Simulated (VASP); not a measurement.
Wanted: the native input for a VASP 6.6.1 run.

| Item | Value |
| --- | --- |
| Task | relaxation of cell and atoms |
| Functional | LDA |
| Potentials or basis | VASP PAW LDA potentials, release 64 (Te, Pt) |
| Cutoff | 600 eV |
| k mesh | 12 × 12 × 7 |
| Occupations | methfessel-paxton, width 0.1 eV |
| Spin | no spin polarisation |
| Further INCAR settings | ALGO = Normal; EDIFF = 1e-07; IBRION = 2; EDIFFG = -0.005; NSW = 90; ISIF = 3 |

The structure of Te2Pt (Moncheite) lies in POSCAR:

```
Te2Pt                                   
1.0
    4.0228527876     -0.0000000000     -0.0000000000
   -2.0114263938      3.4838927098      0.0000000000
    0.0000000000     -0.0000000000      5.0726501130
  Te              Pt            
     2     1
Direct
     0.3333333332999970    0.6666666667000030    0.2647668357752975
     0.6666666667000030    0.3333333332999970    0.7352331642247023
     0.0000000000000000    0.0000000000000000    0.0000000000000000
```

One way to write it, as run:

INCAR

```
PREC     = Accurate       # precision mode
ENCUT    = 600            # plane-wave cutoff, eV
EDIFF    = 1E-7           # SCF threshold, eV
ISMEAR   = 1              # smearing method
SIGMA    = 0.1            # smearing width, eV
LREAL    = F              # projectors in reciprocal space
LASPH    = T              # aspherical terms in the spheres
NELM     = 80             # most SCF steps
ALGO     = Normal         # electronic algorithm
ISIF     = 3              # what is computed and relaxed
LWAVE    = F              # write WAVECAR
LCHARG   = F              # write CHGCAR
IBRION   = 2              # ionic algorithm
NSW      = 90             # ionic steps
EDIFFG   = -0.005         # ionic threshold
KPAR     = 2
```

KPOINTS

```
Automatic mesh
0
Gamma
  12 12 7
```

Potentials or basis: VASP PAW LDA potentials, release 64 (Te, Pt).

Run with:

```console
$ cat potpaw_LDA.64/Te/POTCAR potpaw_LDA.64/Pt/POTCAR > POTCAR
$ mpirun -np 2 vasp_std > vasp.out
```

It gave:

The relaxed volume is 23.70 Å³/atom. The relaxed cell is a = 4.023 Å, b = 4.023 Å, c = 5.074 Å, α = 90.00°, β = 90.00°, γ = 120.00° and the space group after relaxing (to 0.05 Å) is P-3m1 (No. 164). The energy gained by relaxing is 0.0 meV/atom and the ionic steps are 2. The pressure after relaxing is 0.0 GPa. The largest force after relaxing is 0.005 eV/Å and the band gap on the k mesh is none (metal or under the smearing width).

It took 63 s on 2 MPI ranks on Intel(R) Xeon(R) Platinum 8259CL CPU @ 2.50GHz (Skylake/Cascade Lake), on a shared host, peak memory 0.28 GiB a rank.
